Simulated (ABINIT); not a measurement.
BaTiO3:

```
CELL_PARAMETERS angstrom
3.99980 0.00000 0.00000
0.00000 3.99980 0.00000
0.00000 0.00000 4.01800
ATOMIC_POSITIONS crystal
Ba 0.00000 0.00000 0.00000
Ti 0.50000 0.50000 0.49000
O 0.00000 0.50000 0.51700
O 0.50000 0.00000 0.51700
O 0.50000 0.50000 0.01900
```

Program: ABINIT 10.8.3 (patched build). Alike in all runs: task single point; no spin polarisation; cell as given; cutoff (eV) 626; smearing fermi-dirac 0.05 eV. Hardware: 1 thread of Arm Neoverse V1, with other jobs on the host.

Question: Order these runs on this cell by their wall time, lowest first.
A. level PBEsol; potentials or basis JTH PAW PBE v2.0; k mesh 6 × 6 × 6; mesh quality not flagged
B. level LDA; potentials or basis JTH PAW LDA v2.0; k mesh 3 × 3 × 3; mesh quality coarse
C. level PBEsol; potentials or basis JTH PAW PBE v2.0; k mesh 3 × 3 × 3; mesh quality coarse

Answer: B (17 s), C (37 s), A (120 s).

Caveats: some runs use coarse meshes; the atomic spheres overlap.

Runs at the PBE level aren't shown here.
